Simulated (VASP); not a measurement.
# Gd (Fm-3m) in VASP: further runs

Runs on Gd. Level: PBE. Tasks: single point.

Everything below comes from runs of VASP 6.6.1. Logs are shortened: lines on timing, memory, paths and dates and some standing lists are left out, and cuts for length are marked.

## (1) The structure

It takes space group Fm-3m (No. 225, cubic). The conventional cell has a = 5.172 Å, b = 5.172 Å, c = 5.172 Å, α = 90.00°, β = 90.00°, γ = 90.00°. Around Gd (site symmetry m-3m) lie 12 Gd at 3.66 Å.

This isn't the form of Gd at room conditions, which is hcp.

## (2) Single point, PBE, collinear spin, ferromagnetic start

File INCAR:

```
ADDGRID = F
ALGO = Normal
EDIFF = 1E-6
ENCUT = 600
GGA = PE
ISIF = 2
ISMEAR = 0
ISPIN = 2
LASPH = T
LCHARG = F
LMAXMIX = 6
LORBIT = 11
LREAL = F
LWAVE = F
MAGMOM = 7
NBANDS = 19
NELM = 100
PREC = Accurate
SIGMA = 0.15
```

File KPOINTS:

```
k-points
0
Gamma
  7 7 7
```

File POSCAR:

```
Gd
1.0
    0.0000000000      2.5858190855      2.5858190855
    2.5858190855      0.0000000000      2.5858190855
    2.5858190855      2.5858190855      0.0000000000
Gd
1
Direct
    0.0000000000      0.0000000000      0.0000000000
```

Potentials or basis: VASP PAW PBE potentials, release 64 (Gd).

Command:

```sh
$ cat potpaw_PBE.64/Gd/POTCAR > POTCAR
$ mpirun -np 1 vasp_std > vasp.out
```

OUTCAR:

```text
EDIFF = 1E-6
   ENCUT = 600
   GGA = PE
   ISIF = 2
   ISMEAR = 0
   ISPIN = 2
   LASPH = T
   LORBIT = 11
   LREAL = F
   NELM = 100
   PREC = Accurate

 Found     20 irreducible k-points:

 Following reciprocal coordinates:
            Coordinates               Weight
  0.000000  0.000000  0.000000      1.000000
  0.142857  0.000000  0.000000      8.000000
  0.285714  0.000000  0.000000      8.000000
  0.428571  0.000000  0.000000      8.000000
  0.142857  0.142857  0.000000      6.000000
  0.285714  0.142857  0.000000     24.000000
   k-points           NKPTS =     20   k-points in BZ     NKDIM =     20   number of bands    NBANDS=     19
   number of dos      NEDOS =    301   number of ions     NIONS =      1
   total plane-waves  NPLWV =  27000
   dimension x,y,z NGX =    30 NGY =   30 NGZ =   30
   dimension x,y,z NGXF=    60 NGYF=   60 NGZF=   60
   ions per type =               1
   NGX,Y,Z   is equivalent  to a cutoff of  13.64, 13.64, 13.64 a.u.
   NGXF,Y,Z  is equivalent  to a cutoff of  27.28, 27.28, 27.28 a.u.
 SYSTEM =  unknown system
   PREC   = accura    normal or accurate (medium, high low for compatibility)
   ISTART =      0    job   : 0-new  1-cont  2-samecut
   ICHARG =      2    charge: 1-file 2-atom 10-const
   ISPIN  =      2    spin polarized calculation?
   LNONCOLLINEAR =      F non collinear calculations
   LSORBIT =      F    spin-orbit coupling
   LASPH  =      T    aspherical Exc in radial PAW
   ENCUT  =  600.0 eV  44.10 Ry    6.64 a.u.   7.30  7.30  7.30*2*pi/ulx,y,z
   NELM   =    100;   NELMIN=  2; NELMDL= -5     # of ELM steps
   EDIFF  = 0.1E-05   stopping-criterion for ELM
   LREAL  =      F    real-space projection
   EDIFFG = 0.1E-04   stopping-criterion for IOM
   NSW    =      0    number of steps for IOM
   IBRION =     -1    ionic relax: 0-MD 1-quasi-New 2-CG
   NFREE  =      0    steps in history (QN), initial steepest desc. (CG)
   ISIF   =      2    stress and relaxation
   ISYM   =      2    0-nonsym 1-usesym 2-fastsym
   POTIM  = 0.5000    time-step for ionic-motion
   TEBEG  =    0.0;   TEEND  =   0.0 temperature during run
   PSTRESS=    0.0 pullay stress
   NELECT =      18.0000    total number of electrons
   NUPDOWN=      -1.0000    fix difference up-down
   EMIN   =  10.00;   EMAX   =-10.00  energy-range for DOS
   EFERMI =   0.00;   METHOD = LEGACY
   ISMEAR =     0;   SIGMA  =   0.15  broadening in eV -4-tet -1-fermi 0-gaus
   EFERMI_NEDOS =   21; number of points for ismear=-14 and -15
   IALGO  =     38    algorithm
   IMIX   =      4    mixing-type and parameters
     AMIX     =   0.40;   BMIX     =  1.00
     AMIX_MAG =   1.60;   BMIX_MAG =  1.00
  volume/ion in A,a.u.               =      34.58       233.36
  Fermi-wavevector in a.u.,A,eV,Ry     =   1.316914  2.488607 23.596086  1.734263
  Thomas-Fermi vector in A             =   2.446993
   LORBIT       =     11    0 simple, 1 ext, 2 COOP (PROOUT), +10 PAW based schemes
   GGA     = PE    functional components
   LHFCALC =     F    Hartree Fock is set to
   AEXX    =    0.0000 exact exchange contribution
   IVDW    =     0    specifies the selected vdW correction
   LEPSILON=     F    determine dielectric tensor
   LRPA    =     F    only Hartree local field effects (RPA)
 spin polarized calculation
 Gauss-broadening in eV      SIGMA  =   0.15
  energy-cutoff  :      600.00
  volume of cell :       34.58
 maximum number of plane-waves:      1173
 NGX is ok and might be reduce to    30
   NGX = 15   NGY = 15   NGZ = 15

 number of electron      17.9999996 magnetization       7.3780647

 Free energy of the ion-electron system (eV)
  ---------------------------------------------------
  ext. energy  EPLUGINS =         0.00000000
  ---------------------------------------------------
  free energy    TOTEN  =       -11.66709371 eV

  energy without entropy =      -11.63638536  energy(sigma->0) =      -11.65173954

 E-fermi :   2.8331     XC(G=0):  -9.7886

 val. band max:        2.7907673900   @ k =   0.4286   0.1429   0.0000
 cond. band min:       2.8536901417   @ k =  -0.4286   0.2857   0.1429
 fundamental gap:      0.0629227517
 Fermi energy:         2.8331215598

 spin component 1

 k-point     1 :       0.0000    0.0000    0.0000
  band No.  band energies     occupation
      1     -42.5074      1.00000
      2     -19.5768      1.00000
      3     -19.5768      1.00000
      4     -19.5768      1.00000
      5      -2.1648      1.00000
      6      -2.0841      1.00000
[... 11 lines left out ...]
     18      11.6902      0.00000
     19      14.9294      0.00000

 k-point     2 :       0.1429    0.0000    0.0000
  band No.  band energies     occupation
      1     -42.4979      1.00000
      2     -19.6958      1.00000
      3     -19.5921      1.00000
      4     -19.5921      1.00000
      5      -2.0712      1.00000
      6      -2.0350      1.00000
[... 80 lines left out ...]
 k-point     6 :       0.2857    0.1429    0.0000
  band No.  band energies     occupation
      1     -42.4772      1.00000
      2     -19.8821      1.00000
      3     -19.6591      1.00000
      4     -19.6530      1.00000
      5      -2.0476      1.00000
      6      -2.0261      1.00000
[... 11 lines left out ...]
     18      12.7136      0.00000
     19      14.6845      0.00000

 [... further k-points ...]

 spin component 2

 k-point     1 :       0.0000    0.0000    0.0000
  band No.  band energies     occupation
      1     -39.3226      1.00000
      2     -17.2528      1.00000
      3     -17.2528      1.00000
      4     -17.2528      1.00000
      5      -1.4712      1.00000
      6       3.0889      0.00795
[... 11 lines left out ...]
     18      12.5981      0.00000
     19      15.6093      0.00000

 k-point     2 :       0.1429    0.0000    0.0000
  band No.  band energies     occupation
      1     -39.3105      1.00000
      2     -17.4018      1.00000
      3     -17.2713      1.00000
      4     -17.2713      1.00000
      5      -0.9401      1.00000
      6       3.0598      0.01629
[... 80 lines left out ...]
 k-point     6 :       0.2857    0.1429    0.0000
  band No.  band energies     occupation
      1     -39.2839      1.00000
      2     -17.6326      1.00000
      3     -17.3532      1.00000
      4     -17.3459      1.00000
      5       0.2635      1.00000
      6       2.9748      0.09079
[... 11 lines left out ...]
     18      13.5015      0.00000
     19      15.7588      0.00000

 [... further k-points ...]
[... 5 lines left out ...]
  --------------------------------------------------------------------------------------
  -------------------------------------------------------------------------------------
  Total       -0.3009142     -0.3009142     -0.3009142     -0.0000000     -0.0000000     -0.0000000
  in kB      -13.9421205    -13.9421205    -13.9421205     -0.0000000     -0.0000000     -0.0000000
  external PRESSURE =     -13.9421205 kB  Pullay stress =       0.0000000 kB

 VOLUME and BASIS-vectors are now :
 -----------------------------------------------------------------------------
  energy-cutoff  :      600.00
  volume of cell :       34.58
      direct lattice vectors                 reciprocal lattice vectors
     0.000000000  2.585819085  2.585819085    -0.193362329  0.193362329  0.193362329
     2.585819085  0.000000000  2.585819085     0.193362329 -0.193362329  0.193362329
     2.585819085  2.585819085  0.000000000     0.193362329  0.193362329 -0.193362329

 POSITION                                       TOTAL-FORCE (eV/Angst)
 -----------------------------------------------------------------------------------
      0.00000      0.00000      0.00000         0.000000      0.000000      0.000000
 -----------------------------------------------------------------------------------
    total drift:                               -0.000000     -0.000000      0.000000

  FREE ENERGIE OF THE ION-ELECTRON SYSTEM (eV)
  ---------------------------------------------------
  free  energy   TOTEN  =       -11.6670937143 eV

  energy  without entropy=      -11.6363853592  energy(sigma->0) =      -11.65173954

 total charge

# of ion       s       p       d       f       tot
--------------------------------------------------
    1        2.072   5.561   0.553   7.003  15.189

 magnetization (x)

# of ion       s       p       d       f       tot
--------------------------------------------------
    1        0.001  -0.062   0.154   6.798   6.892
```

Run time: 2.1 min. Hardware: 1 thread of Intel Xeon Platinum 8259CL at 2.50GHz (Skylake/Cascade Lake), shared host; peak memory 0.2 GiB.

These settings aren't checked as converged: the numbers below hold their error.

Results:

```yaml
Free_energy: -11.6671 eV
Pressure: -1.4 GPa
Band_gap_on_the_k_mesh: none (metal or under the smearing width)
Net_moment: 7.38 μB per cell
Site_moments: Gd +6.89 μB
Valence_electrons_inside_the_program's_atomic_spheres: Gd 15.19
```

Caveat: spin-orbit coupling is left out, which moves the levels of the heavy elements.

## (3) Single point, PBE, collinear spin, ferromagnetic start

Changes to INCAR since step 2:

```diff
@@ -3,3 +3,3 @@
 EDIFF = 1E-6
-ENCUT = 600
+ENCUT = 300
 GGA = PE
```

File KPOINTS:

```
k-points
0
Gamma
  10 10 10
```

POSCAR is that of step 2.

Potentials or basis: VASP PAW PBE potentials, release 64 (Gd).

Command:

```sh
$ cat potpaw_PBE.64/Gd/POTCAR > POTCAR
$ mpirun -np 1 vasp_std > vasp.out
```

It took 59 s on 1 thread of Intel Xeon Platinum 8259CL at 2.50GHz (Skylake/Cascade Lake), shared host; peak memory 0.17 GiB.

The run converged, but a check on its numbers failed (symmetry, net force, bounds or a known fault of this set-up), so they aren't taken as properties of the crystal.

Caveat: the cutoff lies under the usual one of these potentials, so the numbers hold a large basis-set error; spin-orbit coupling is left out, which moves the levels of the heavy elements.

## (4) Single point, PBE, collinear spin, ferromagnetic start

Changes to INCAR since step 3:

```diff
@@ -3,3 +3,3 @@
 EDIFF = 1E-6
-ENCUT = 300
+ENCUT = 350
 GGA = PE
```

KPOINTS is that of step 3.

POSCAR is that of step 3.

Command:

```sh
$ cat potpaw_PBE.64/Gd/POTCAR > POTCAR
$ mpirun -np 1 vasp_std > vasp.out
```

It took 1.9 min on 1 thread of Intel Xeon Platinum 8259CL at 2.50GHz (Skylake/Cascade Lake), shared host; peak memory 0.17 GiB.

The run converged, but some of its settings lie outside the range that counts as converged, so its numbers aren't taken as properties of the crystal.

Results:

- Free energy: -11.6157 eV
- Band gap on the k mesh: none (metal or under the smearing width)
- Net moment: 7.49 μB per cell
- Site moments: Gd +6.93 μB
- Valence electrons inside the program's atomic spheres: Gd 15.17

Caveat: the cutoff is under 1.25 times the usual one of these potentials, so pressure, stress and relaxed cells hold a basis-set (Pulay) error; spin-orbit coupling is left out, which moves the levels of the heavy elements.

## (5) The reference run

An earlier run on the cell as given: functional PBE; potentials or basis VASP PAW PBE potentials, release 64 (Gd); cutoff 520 eV; k mesh 9 × 9 × 9; occupations fermi-dirac, width 0.05 eV; collinear spin, ferromagnetic start; starting moments [7.0] μB.

- Pressure: -1.3 GPa
- Band gap on the k mesh: none (metal or under the smearing width)
- Net moment: 7.59 μB per cell
- Site moments: Gd +6.97 μB
- Valence electrons inside the program's atomic spheres: Gd 15.19
